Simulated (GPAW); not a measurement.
The system is ZnS (Wurtzite-2H).

```
Zn S
1.0
     3.81100    0.00000    0.00000
    -1.90550    3.30042    0.00000
     0.00000    0.00000    6.23400
Zn S
2 2
Direct
  0.66667 0.33333 0.50000
  0.33333 0.66667 0.00000
  0.66667 0.33333 0.88500
  0.33333 0.66667 0.38500
```

```yaml
Program: GPAW 26.7.0
Task: relaxation of cell and atoms
Functional: MS2
Potentials_or_basis: GPAW PAW data sets (gpaw-data 1.2.1)
Cutoff: 600 eV
Basis: pw
k_mesh: 6 × 6 × 3
Occupations: fermi-dirac, width 0.05 eV
Spin: no spin polarisation
```

At the start: pressure 0.3 GPa; volume 19.60 Å³/atom.

Problem. How do energy, volume and symmetry change on relaxing?

Solution. Over 5 steps the energy falls by 5.4 meV/atom and the volume is 19.65 Å³/atom (+0.2 %); space group P6_3mc (No. 186, to 0.05 Å).

Step by step:
```csv
step,energy change (eV),largest force (eV/Å),pressure (GPa),volume (Å³)
1,0.0000,0.3313,0.34,78.41
2,-0.0065,0.2830,0.26,78.45
3,-0.0211,0.0335,-0.03,78.62
4,-0.0215,0.0156,-0.01,78.60
5,-0.0216,0.0147,-0.01,78.60
```

Final structure:
```
Zn S
1.0
     3.81980    0.00000    0.00000
    -1.90990    3.30804    0.00000
     0.00000    0.00000    6.22001
Zn S
2 2
Direct
  0.66667 0.33333 0.50448
  0.33333 0.66667 0.00448
  0.66667 0.33333 0.88053
  0.33333 0.66667 0.38053
```

Caveat: later steps reuse the first step's grids; the PAW data sets were made with another functional, which shifts forces and pressure a little.
